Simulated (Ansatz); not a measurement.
Reaction (ligand exchange at the Si–O bond): `CC(C)(C)O[Si]O` + H₂S → `O[Si]S` + `CC(C)(C)O`

Program: Ansatz. Geometries: PBE0-D4/def2-TZVP. ΔE: electronic, gas phase. CBS: MP2 limit from def2 TZ/QZ plus the TZ coupled-cluster correction, frozen cores. This one scheme is used for every species. Functionals use def2-TZVPP. Each species was taken in one conformer, which may not be the lowest.

```json
{"level": "LDA (SPW92)", "ΔE (kJ/mol)": "46.6", "difference from CCSD(T)/CBS": "-5.6"}
{"level": "r2SCAN-D4", "ΔE (kJ/mol)": "47.7", "difference from CCSD(T)/CBS": "-4.5"}
{"level": "PBE0-D4", "ΔE (kJ/mol)": "42.9", "difference from CCSD(T)/CBS": "-9.3"}
{"level": "r2SCANh-D4", "ΔE (kJ/mol)": "48.0", "difference from CCSD(T)/CBS": "-4.2"}
{"level": "ωB97X-V", "ΔE (kJ/mol)": "54.5", "difference from CCSD(T)/CBS": "2.3"}
{"level": "ωB97M-V", "ΔE (kJ/mol)": "53.2", "difference from CCSD(T)/CBS": "1.0"}
{"level": "HF/def2-SVP", "ΔE (kJ/mol)": "50.2", "difference from CCSD(T)/CBS": "-2.0"}
{"level": "MP2/def2-SVP", "ΔE (kJ/mol)": "57.9", "difference from CCSD(T)/CBS": "5.7"}
{"level": "CCSD/def2-SVP", "ΔE (kJ/mol)": "55.9", "difference from CCSD(T)/CBS": "3.7"}
{"level": "MP2/CBS(def2)", "ΔE (kJ/mol)": "52.6", "difference from CCSD(T)/CBS": "0.4"}
{"level": "CCSD(T)/CBS", "ΔE (kJ/mol)": "52.2", "difference from CCSD(T)/CBS": "0"}
```

Largest T1 diagnostic among the species: 0.015.

From BLYP to BHLYP (50 % exact exchange), in def2-TZVPP and without D4, ΔE moves by +8.9 kJ/mol. At CCSD(T), def2-SVP lies +4.1 kJ/mol from the extrapolated value and def2-TZVPP +2.9 kJ/mol.

CCSD(T)/CBS has its own doubt, a few kJ/mol and more with outer-core shells, so smaller differences from it don't rank the levels.
